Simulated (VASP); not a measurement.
# BaTiO3 (P4mm) in VASP: further runs

The runs below take BaTiO3 through relaxation of cell and atoms, with PBEsol, r2SCAN.

All numbers are computed with VASP 6.6.1; they aren't measurements. Logs are shortened: lines on timing, memory, paths and dates and some standing lists are left out, and cuts for length are marked.

## (1) The structure

It takes space group P4mm (No. 99, tetragonal). Conventional cell: a = 4.000 Å, b = 4.000 Å, c = 4.018 Å, α = 90.00°, β = 90.00°, γ = 90.00°. Ba (site symmetry 4mm) has 12 O at 2.79 to 2.88 Å as nearest neighbours. Ti (site symmetry 4mm) is surrounded by 6 O at 1.89 to 2.13 Å. O (site symmetry 4mm) has 2 Ti at 1.89 to 2.13 Å as nearest neighbours. O (site symmetry 2mm) is surrounded by 2 Ti at 2.00 Å.

## (2) Relaxation of cell and atoms, PBEsol

INCAR reads:

```
PREC = Accurate ; ENCUT = 600
EDIFF = 1E-6 ; ISMEAR = 0
SIGMA = 0.03 ; LREAL = F
LASPH = T ; NELM = 80
ALGO = Normal ; ISIF = 3
LWAVE = F ; LCHARG = F
GGA = PS ; IBRION = 2
NSW = 90 ; EDIFFG = -0.01
KPAR = 4
```

KPOINTS reads:

```
Automatic mesh
0
Gamma
  8 8 8
```

POSCAR reads:

```
BaTiO3
1.0
    3.9998000000      0.0000000000      0.0000000000
    0.0000000000      3.9998000000      0.0000000000
    0.0000000000      0.0000000000      4.0180000000
Ba Ti O
1 1 3
Direct
    0.0000000000      0.0000000000      0.0000000000
    0.5000000000      0.5000000000      0.4900000000
    0.5000000000      0.5000000000      0.0190000000
    0.5000000000      0.0000000000      0.5170000000
    0.0000000000      0.5000000000      0.5170000000
```

Potentials or basis: VASP PAW PBE potentials, release 64 (Ba_sv, Ti_sv, O).

Started as:

```
cat potpaw_PBE.64/Ba_sv/POTCAR potpaw_PBE.64/Ti_sv/POTCAR potpaw_PBE.64/O/POTCAR > POTCAR
mpirun -np 4 vasp_std > vasp.out
```

OUTCAR:

```text
PREC = Accurate
   ENCUT = 600
   EDIFF = 1E-6
   ISMEAR = 0
   LREAL = F
   LASPH = T
   NELM = 80
   ISIF = 3
   GGA = PS
   IBRION = 2
   NSW = 90
   EDIFFG = -0.01

 ion  position               nearest neighbor table
   1  0.000  0.000  0.000-   4 2.79   5 2.79   5 2.79   4 2.79   3 2.83   3 2.83   3 2.83   3 2.83
                             4 2.88   5 2.88   5 2.88   4 2.88   2 3.45   2 3.45   2 3.45   2 3.45
   2  0.500  0.500  0.490-   3 1.89   4 2.00   5 2.00   4 2.00   5 2.00   3 2.13   1 3.45   1 3.45
                             1 3.45   1 3.45   1 3.49   1 3.49   1 3.49   1 3.49
   3  0.500  0.500  0.019-   2 1.89   2 2.13   1 2.83   1 2.83   1 2.83   1 2.83
   4  0.500  0.000  0.517-   2 2.00   2 2.00   1 2.79   1 2.79   1 2.88   1 2.88
   5  0.000  0.500  0.517-   2 2.00   2 2.00   1 2.79   1 2.79   1 2.88   1 2.88

  LATTYP: Found a simple tetragonal cell.
 ALAT       =     3.9998000000
 C/A-ratio  =     1.0045502275

  Lattice vectors:

 A1 = (   3.9998000000,   0.0000000000,   0.0000000000)
 A2 = (   0.0000000000,   3.9998000000,   0.0000000000)
 A3 = (   0.0000000000,   0.0000000000,   4.0180000000)

Analysis of symmetry for initial positions (statically):
=====================================================================
 Subroutine PRICEL returns:
 Original cell was already a primitive cell.

 Routine SETGRP: Setting up the symmetry group for a
 simple tetragonal supercell.

 Subroutine GETGRP returns: Found  8 space group operations
 (whereof  8 operations were pure point group operations)
 out of a pool of 16 trial point group operations.

The static configuration has the point symmetry C_4v.

Analysis of symmetry for dynamics (positions and initial velocities):
=====================================================================
 Subroutine PRICEL returns:
 Original cell was already a primitive cell.

 Routine SETGRP: Setting up the symmetry group for a
 simple tetragonal supercell.

 Subroutine GETGRP returns: Found  8 space group operations
 (whereof  8 operations were pure point group operations)
 out of a pool of 16 trial point group operations.

The dynamic configuration has the point symmetry C_4v.

 Subroutine INISYM returns: Found  8 space group operations
 (whereof  8 operations are pure point group operations),
 and found     1 'primitive' translations

----------------------------------------------------------------------------------------

                                     Primitive cell

  volume of cell :      64.2816

  direct lattice vectors                    reciprocal lattice vectors
     3.999800000  0.000000000  0.000000000     0.250012501  0.000000000  0.000000000
     0.000000000  3.999800000  0.000000000     0.000000000  0.250012501  0.000000000
     0.000000000  0.000000000  4.018000000     0.000000000  0.000000000  0.248880040

  length of vectors
     3.999800000  3.999800000  4.018000000     0.250012501  0.250012501  0.248880040

  position of ions in fractional coordinates (direct lattice)
     0.000000000  0.000000000  0.000000000
     0.500000000  0.500000000  0.490000000
     0.500000000  0.500000000  0.019000000
     0.500000000  0.000000000  0.517000000
     0.000000000  0.500000000  0.517000000

  ion indices of the primitive-cell ions
   primitive index   ion index
                 1           1
                 2           2
                 3           3
                 4           4
                 5           5

----------------------------------------------------------------------------------------

 KPOINTS: Automatic mesh

Automatic generation of k-mesh.
 Grid dimensions read from file:
 generate k-points for:    8    8    8

 Generating k-lattice:

  Cartesian coordinates                     Fractional coordinates (reciprocal lattice)
     0.031251563  0.000000000  0.000000000     0.125000000  0.000000000  0.000000000
     0.000000000  0.031251563  0.000000000     0.000000000  0.125000000  0.000000000
     0.000000000  0.000000000  0.031110005     0.000000000  0.000000000  0.125000000

  Length of vectors
     0.031251563  0.031251563  0.031110005

  Shift w.r.t. Gamma in fractional coordinates (k-lattice)
     0.000000000  0.000000000  0.000000000

 Subroutine IBZKPT returns following result:
 ===========================================

 Found     75 irreducible k-points:

 Following reciprocal coordinates:
            Coordinates               Weight
  0.000000  0.000000  0.000000      1.000000
  0.125000  0.000000  0.000000      4.000000
  0.250000  0.000000  0.000000      4.000000
  0.375000  0.000000  0.000000      4.000000
  0.500000  0.000000  0.000000      2.000000
  0.125000  0.125000  0.000000      4.000000
[... 16 lines left out ...]
  0.375000  0.125000  0.125000     16.000000
  0.500000  0.125000  0.125000      8.000000
 [... further k-points ...]
   k-points           NKPTS =     75   k-points in BZ     NKDIM =     75   number of bands    NBANDS=     24
   number of dos      NEDOS =    301   number of ions     NIONS =      5
   total plane-waves  NPLWV =  32768
   dimension x,y,z NGX =    32 NGY =   32 NGZ =   32
   dimension x,y,z NGXF=    64 NGYF=   64 NGZF=   64
   ions per type =               1   1   3
   NGX,Y,Z   is equivalent  to a cutoff of  13.30, 13.30, 13.24 a.u.
   NGXF,Y,Z  is equivalent  to a cutoff of  26.60, 26.60, 26.48 a.u.
 SYSTEM =  unknown system
   PREC   = accura    normal or accurate (medium, high low for compatibility)
   ISTART =      0    job   : 0-new  1-cont  2-samecut
   ICHARG =      2    charge: 1-file 2-atom 10-const
   ISPIN  =      1    spin polarized calculation?
   LNONCOLLINEAR =      F non collinear calculations
   LSORBIT =      F    spin-orbit coupling
   LASPH  =      T    aspherical Exc in radial PAW
   ENCUT  =  600.0 eV  44.10 Ry    6.64 a.u.   7.99  7.99  8.02*2*pi/ulx,y,z
   NELM   =     80;   NELMIN=  2; NELMDL= -5     # of ELM steps
   EDIFF  = 0.1E-05   stopping-criterion for ELM
   LREAL  =      F    real-space projection
   EDIFFG = -.1E-01   stopping-criterion for IOM
   NSW    =     90    number of steps for IOM
   IBRION =      2    ionic relax: 0-MD 1-quasi-New 2-CG
   NFREE  =      1    steps in history (QN), initial steepest desc. (CG)
   ISIF   =      3    stress and relaxation
   ISYM   =      2    0-nonsym 1-usesym 2-fastsym
   POTIM  = 0.5000    time-step for ionic-motion
   TEBEG  =    0.0;   TEEND  =   0.0 temperature during run
   PSTRESS=    0.0 pullay stress
   NELECT =      40.0000    total number of electrons
   NUPDOWN=      -1.0000    fix difference up-down
   EMIN   =  10.00;   EMAX   =-10.00  energy-range for DOS
   EFERMI =   0.00;   METHOD = LEGACY
   ISMEAR =     0;   SIGMA  =   0.03  broadening in eV -4-tet -1-fermi 0-gaus
   EFERMI_NEDOS =   21; number of points for ismear=-14 and -15
   IALGO  =     38    algorithm
   IMIX   =      4    mixing-type and parameters
     AMIX     =   0.40;   BMIX     =  1.00
     AMIX_MAG =   1.60;   BMIX_MAG =  1.00
  volume/ion in A,a.u.               =      12.86        86.76
  Fermi-wavevector in a.u.,A,eV,Ry     =   1.397653  2.641181 26.578078  1.953434
  Thomas-Fermi vector in A             =   2.520888
   LORBIT       =      0    0 simple, 1 ext, 2 COOP (PROOUT), +10 PAW based schemes
   GGA     = PS    functional components
   LHFCALC =     F    Hartree Fock is set to
   AEXX    =    0.0000 exact exchange contribution
   IVDW    =     0    specifies the selected vdW correction
   LEPSILON=     F    determine dielectric tensor
   LRPA    =     F    only Hartree local field effects (RPA)
 conjugate gradient relaxation of ions
 non-spin polarized calculation
 Gauss-broadening in eV      SIGMA  =   0.03
  energy-cutoff  :      600.00
  volume of cell :       64.28
 maximum number of plane-waves:      2176
 NGX is ok and might be reduce to    32
   NGX = 15   NGY = 15   NGZ = 17

--------------------------------------- Ionic step        1  -------------------------------------------

 number of electron      39.9999999 magnetization

 Free energy of the ion-electron system (eV)
  ---------------------------------------------------
  ext. energy  EPLUGINS =         0.00000000
  ---------------------------------------------------
  free energy    TOTEN  =       -41.99347126 eV

  energy without entropy =      -41.99347126  energy(sigma->0) =      -41.99347126

------------------------ aborting loop because EDIFF is reached ----------------------------------------

  FORCE on cell =-STRESS in cart. coord.  units (eV):
  Direction    XX          YY          ZZ          XY          YZ          ZX
  --------------------------------------------------------------------------------------
  -------------------------------------------------------------------------------------
  Total       -0.9894240     -0.9894240     -0.6120291      0.0000000     -0.0000000      0.0000000
  in kB      -24.6607647    -24.6607647    -15.2544366      0.0000000     -0.0000000      0.0000000
  external PRESSURE =     -21.5253220 kB  Pullay stress =       0.0000000 kB
[... 98 lines left out ...]
  FREE ENERGIE OF THE ION-ELECTRON SYSTEM (eV)
  ---------------------------------------------------
  free  energy   TOTEN  =       -42.0020738478 eV

  energy  without entropy=      -42.0020738478  energy(sigma->0) =      -42.00207385

[... ionic steps 4 to 10 ...]

--------------------------------------- Ionic step       11  -------------------------------------------

 number of electron      39.9999995 magnetization

------------------------ aborting loop because EDIFF is reached ----------------------------------------

  FORCE on cell =-STRESS in cart. coord.  units (eV):
  Direction    XX          YY          ZZ          XY          YZ          ZX
  --------------------------------------------------------------------------------------
  -------------------------------------------------------------------------------------
  Total        0.0218358      0.0218358      0.0120405      0.0000000      0.0000000      0.0000000
  in kB        0.5470966      0.5470966      0.3016743      0.0000000      0.0000000      0.0000000
  external PRESSURE =       0.4652892 kB  Pullay stress =       0.0000000 kB
[... 63 lines left out ...]
  energy  without entropy=      -42.0082605583  energy(sigma->0) =      -42.00826056

--------------------------------------- Ionic step       13  -------------------------------------------

 number of electron      39.9999996 magnetization

 Free energy of the ion-electron system (eV)
  ---------------------------------------------------
  ext. energy  EPLUGINS =         0.00000000
  ---------------------------------------------------
  free energy    TOTEN  =       -42.00832266 eV

  energy without entropy =      -42.00832266  energy(sigma->0) =      -42.00832266

 E-fermi :   3.9985     XC(G=0): -11.5173

 val. band max:        3.8189883317   @ k =   0.5000   0.5000   0.5000
 cond. band min:       5.5833665148   @ k =   0.0000   0.0000   0.0000
 fundamental gap:      1.7643781831
 Fermi energy:         3.9985305015

 k-point     1 :       0.0000    0.0000    0.0000
  band No.  band energies     occupation
      1     -52.4622      2.00000
      2     -28.8684      2.00000
      3     -28.7916      2.00000
      4     -28.7916      2.00000
      5     -21.0773      2.00000
      6     -13.1109      2.00000
[... 637 lines left out ...]
     23       7.4688      0.00000
     24       8.5792      0.00000

 [... further k-points ...]
[... 5 lines left out ...]
  --------------------------------------------------------------------------------------
  -------------------------------------------------------------------------------------
  Total        0.0188491      0.0188491     -0.0181115      0.0000000      0.0000000      0.0000000
  in kB        0.4720635      0.4720635     -0.4535904      0.0000000      0.0000000      0.0000000
  external PRESSURE =       0.1635122 kB  Pullay stress =       0.0000000 kB
[... 20 lines left out ...]
  FREE ENERGIE OF THE ION-ELECTRON SYSTEM (eV)
  ---------------------------------------------------
  free  energy   TOTEN  =       -42.0083226557 eV

  energy  without entropy=      -42.0083226557  energy(sigma->0) =      -42.00832266

 reached required accuracy - stopping structural energy minimisation
```

Run time: 2.5 min. Hardware: 4 MPI ranks of AMD EPYC 9R45 (Zen 5), shared host; peak memory 0.28 GiB.

What came out:

```yaml
Free_energy: -42.0083 eV
Relaxed_volume: 12.79 Å³/atom
Relaxed_cell: a = 3.966 Å, b = 3.966 Å, c = 4.066 Å, α = 90.00°, β = 90.00°, γ = 90.00°
Space_group_after_relaxing_to_0.05_Å: P4mm (No. 99)
Energy_gained_by_relaxing: 3.0 meV/atom
Ionic_steps: 13
Pressure_after_relaxing: 0.0 GPa
Largest_force_after_relaxing: 0.006 eV/Å
Band_gap_on_the_k_mesh: 1.76 eV, indirect (least direct gap 2.19 eV)
```

Forces in eV/Å, atoms in the order of the input:
```
Ba   0.000  0.000 -0.004
Ti   0.000  0.000 -0.006
O    0.000  0.000  0.005
O    0.000  0.000  0.002
O    0.000  0.000  0.002
```

Step by step:
```tsv
step	energy change (eV)	largest force (eV/Å)	pressure (GPa)	volume (Å³)
1	0.0000	0.3270	-2.15	64.28
2	-0.0031	0.0389	2.65	62.69
3	-0.0086	0.1429	0.46	63.38
4	-0.0112	0.0847	0.32	63.51
5	-0.0125	0.0977	0.08	63.79
6	-0.0127	0.0942	0.10	63.71
7	-0.0137	0.0544	-0.07	63.84
8	-0.0141	0.0693	-0.37	64.05
9	-0.0145	0.0625	0.06	63.93
10	-0.0145	0.0629	0.08	63.93
11	-0.0147	0.0363	0.05	63.95
12	-0.0148	0.0297	0.01	63.96
13	-0.0149	0.0058	0.02	63.97
```

Final structure:
```
CELL_PARAMETERS angstrom
3.96645 0.00000 0.00000
0.00000 3.96645 0.00000
0.00000 0.00000 4.06626
ATOMIC_POSITIONS crystal
Ba 0.00000 0.00000 0.99865
Ti 0.50000 0.50000 0.48200
O 0.50000 0.50000 0.02903
O 0.50000 0.00000 0.51666
O 0.00000 0.50000 0.51666
```

Caveat: the PAW data sets were made with another functional, which shifts forces and pressure a little; spin-orbit coupling is left out, which moves the levels of the heavy elements.

## (3) Relaxation of cell and atoms, PBEsol

This run uses another cell than the first one, of 12.79 Å³/atom, 0.995 times its volume.

INCAR reads:

```
PREC = Accurate ; ENCUT = 600
EDIFF = 1E-7 ; ISMEAR = 0
SIGMA = 0.03 ; LREAL = F
LASPH = T ; NELM = 80
ALGO = Normal ; ISIF = 3
LWAVE = F ; LCHARG = F
GGA = PS ; IBRION = 2
NSW = 90 ; EDIFFG = -0.005
KPAR = 4
```

KPOINTS is that of step 2.

POSCAR reads:

```
BaTiO3                                  
1.0
    3.9664534083      0.0000000000      0.0000000000
    0.0000000000      3.9664534083     -0.0000000000
    0.0000000000     -0.0000000000      4.0662622762
  Ba              Ti              O             
     1     1     3
Direct
     0.0000000000000000    0.0000000000000000    0.9986466655797411
     0.5000000000000000    0.5000000000000000    0.4820003747253820
     0.5000000000000000    0.5000000000000000    0.0290292124110594
     0.5000000000000000    0.0000000000000000    0.5166618736419120
     0.0000000000000000    0.5000000000000000    0.5166618736419120
```

Potentials or basis: VASP PAW PBE potentials, release 64 (Ba_sv, Ti_sv, O).

Started as:

```
cat potpaw_PBE.64/Ba_sv/POTCAR potpaw_PBE.64/Ti_sv/POTCAR potpaw_PBE.64/O/POTCAR > POTCAR
mpirun -np 4 vasp_std > vasp.out
```

It took 38 s on 4 MPI ranks of AMD EPYC 9R45 (Zen 5), shared host; peak memory 0.27 GiB.

Results (log left out):

- Free energy: -42.0078 eV
- Relaxed volume: 12.80 Å³/atom
- Relaxed cell: a = 3.967 Å, b = 3.967 Å, c = 4.066 Å, α = 90.00°, β = 90.00°, γ = 90.00°
- Space group after relaxing (to 0.05 Å): P4mm (No. 99)
- Energy gained by relaxing: 0.0 meV/atom
- Ionic steps: 2
- Pressure after relaxing: 0.0 GPa
- Largest force after relaxing: 0.003 eV/Å
- Band gap on the k mesh: 1.76 eV, indirect (least direct gap 2.19 eV)

Forces in eV/Å, atoms in the order of the input:
```
Ba   0.000  0.000 -0.003
Ti   0.000  0.000  0.001
O    0.000  0.000 -0.001
O    0.000  0.000  0.002
O    0.000  0.000  0.002
```

Final structure:
```xyz
5
Lattice="3.9671 0.0000 0.0000 0.0000 3.9671 0.0000 0.0000 0.0000 4.0657" Properties=species:S:1:pos:R:3 pbc="T T T"
Ba    0.0000    3.9671    4.0600
Ti    1.9836    1.9836    1.9593
O     1.9836    1.9836    0.1183
O     1.9836    3.9671    2.1007
O     0.0000    1.9836    2.1007
```

Levels at points of the mesh, in eV from the valence-band top:
```
           k point  band 17  band 18  band 19  band 20  band 21  band 22  band 23  band 24
(0.00, 0.00, 0.00)    -1.26    -0.54    -0.43    -0.43     1.76     2.16     2.16     4.15
(0.50, 0.00, 0.00)    -1.96    -1.77    -1.23    -1.05     2.29     3.56     3.63     4.19
(0.50, 0.50, 0.00)    -1.89    -1.05    -1.05    -0.08     3.66     3.66     4.02     4.59
(0.00, 0.00, 0.50)    -2.07    -2.07    -0.74    -0.74     1.92     3.57     3.57     4.14
(0.50, 0.00, 0.50)    -1.80    -1.02    -0.98    -0.33     3.58     3.60     3.93     4.97
(0.50, 0.50, 0.50)    -2.53    -0.24    -0.24     0.00     4.20     4.20     4.25     6.33
```

Caveat: the PAW data sets were made with another functional, which shifts forces and pressure a little; spin-orbit coupling is left out, which moves the levels of the heavy elements. A k mesh can miss the band edges.

(Continued in part 2 of 2.)
